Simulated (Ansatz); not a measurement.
Calculated field gradients at the nuclei for Si2Ni under strain

The cell is a structure deposited in the COD, relaxed with PBE at fixed cell and then changed (z compressed by 2 %, ions relaxed).

```cif
data_structure
_symmetry_space_group_name_H-M 'P 1'
_symmetry_Int_Tables_number 1
_cell_length_a 3.7846
_cell_length_b 3.7846
_cell_length_c 3.8226
_cell_angle_alpha 59.667
_cell_angle_beta 59.667
_cell_angle_gamma 60.666
_cell_volume 38.71
loop_
_atom_site_label
_atom_site_type_symbol
_atom_site_fract_x
_atom_site_fract_y
_atom_site_fract_z
_atom_site_occupancy
Si1 Si 0.25000 0.25000 0.25000 1
Si2 Si 0.75000 0.75000 0.75000 1
Ni3 Ni 0.00000 0.00000 0.00000 1
```

Sites (sets of like atoms) are named by element and the number of their first atom in this list.

Computed with Ansatz: DFT, PBE, plane waves and PAW, scalar-relativistic, collinear spin, 420 eV cutoff, Γ-centred 15×15×15 k-points, Fermi–Dirac smearing 0.05 eV. Start moments as typed (μB): 1.5 on each Ni, none on the rest.

Conventions: |V_zz| ≥ |V_yy| ≥ |V_xx|, η = (V_xx − V_yy)/V_zz, C_Q = eQV_zz/h.

Ni-61: I = 3/2, Q = 162.0 mb. Nuclear quadrupole moments: year-2017 set (Pyykkö).

Problem. Give the quadrupolar parameters of the distinct sites.

Solution. 

```csv
site,atoms (order as listed),first shell,"V_xx, V_yy, V_zz (10²¹ V/m²)",η,C_Q (MHz)
Si,"1, 2","4 Ni at 2.33 Å, 6 Si at 2.65–2.70 Å","0.058, 0.058, -0.12",0.00,–
Ni,3,8 Si at 2.33 Å,"-0.058, -0.058, 0.12",0.00,0.454
```

An axis of threefold or higher order runs through Si and Ni, so V_zz lies along it and η is zero.

Si has no stable isotope with a ground-state quadrupole moment in the table, so no C_Q is given.

The run finds no gap above 0.1 eV (a metal, or nearly one), so the gradients can move by 10 % or more with the k-mesh. With these PAW files V_zz is typically within 2 to 3 % of all-electron values, but misses above 10 % occur on Ni. At this changed cell the PBE pressure is 7 GPa. The start moments die out, and the run ends without spin.
